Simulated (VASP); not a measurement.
Input:

```xyz
2
Lattice="0.0000 3.1160 3.1160 3.1160 0.0000 3.1160 3.1160 3.1160 0.0000" Properties=species:S:1:pos:R:3 pbc="T T T"
Al     0.0000     0.0000     0.0000
Sb     1.5580     1.5580     1.5580
```

Calculation: PBE GGA, VASP's PBE PAW potentials (set 64) (plane waves; VASP). Numerical set-up: 520 eV cut-off, Gaussian smearing of 0.050 eV, potentials Al Sb.

Unless said otherwise, spin-orbit coupling is left out, though it shifts the bands of the heavy elements here.

Problem. Give the energies of bands 2 to 7 at the high-symmetry points, in eV from the valence-band maximum.

Solution. 
```tsv
band	Γ	X	U	L	W
2	0.00	-5.36	-5.18	-5.24	-5.16
3	0.00	-2.09	-3.09	-0.87	-2.89
4	0.00	-2.09	-1.76	-0.87	-2.59
5	1.26	1.29	1.72	1.22	3.95
6	3.08	1.46	4.00	3.72	4.27
7	3.08	8.48	6.65	3.72	4.46
```

The gap is indirect, 1.22 eV, from the valence maximum at Γ to the conduction minimum at L.

Measured: gap 1.73 eV (computed value off by -0.51 eV), as given by Anna Miglio et al., npj Computational Materials (2020), arXiv:2011.12765 [zero-point renormalisation of 35 meV (experimental, the table's column) added back].

The compound is AlSb in the zinc blende structure. It was relaxed first.
